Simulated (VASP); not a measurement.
Wanted: the native input for a VASP 6.6.1 run.

| Quantity | Value |
| --- | --- |
| Task | single point |
| Functional | PBE |
| Potentials or basis | VASP PAW PBE potentials, release 64 (La, O) |
| Cutoff | 520 eV |
| k mesh | 5 × 5 × 8 |
| Occupations | fermi-dirac, width 0.05 eV |
| Spin | no spin polarisation |
| Further INCAR settings | ALGO = Normal; EDIFF = 1e-07; NBANDS = 28 |

The structure of La2O3 lies in POSCAR:

```
La2O3
1.0
    6.3702727145      0.0000000000      0.0000000000
   -3.1851363572      5.5168179998      0.0000000000
    0.0000000000      0.0000000000      3.2898942108
La O
2 3
Direct
    0.6631620000      0.3187910000      0.5085620000
    0.3356230000      0.6741470000      0.4968110000
    0.4984920000     -0.0050260000      0.0118160000
   -0.0036830000      0.5047740000     -0.0053610000
    0.4962820000      0.4996890000     -0.0035430000
```

The cell comes from a database or a generator and needn't be the stable form of this composition.

The cell isn't the ideal one: atoms moved at random, drawn with an rms of 0.05 Å.

One way to write it, as run:

INCAR

```
PREC = Accurate
ENCUT = 520
EDIFF = 1E-7
ISMEAR = -1
SIGMA = 0.05
LREAL = False
LASPH = True
NELM = 60
ALGO = Normal
ISIF = 2
LWAVE = False
LCHARG = True
GGA = PE
LELF = True
LVHAR = True
NBANDS = 28
```

KPOINTS

```
regular mesh
0
Gamma
  5 5 8
```

Potentials or basis: VASP PAW PBE potentials, release 64 (La, O).

The run is started by

```sh
$ cat potpaw_PBE.64/La/POTCAR potpaw_PBE.64/O/POTCAR > POTCAR
$ mpirun -np 1 vasp_std > vasp.out
```

It gave:

```
Pressure               : -0.1 GPa
Largest force          : 1.387 eV/Å
Band gap on the k mesh : 1.63 eV, indirect (least direct gap 2.03 eV)
```

Caveat: spin-orbit coupling is left out, which moves the levels of the heavy elements; an odd mesh through Γ misses points on the zone boundary, where band edges often lie.

Wall time 7.4 min on 1 thread of Intel(R) Xeon(R) Platinum 8488C (Sapphire Rapids), with other jobs on the host, peak memory 0.44 GiB.
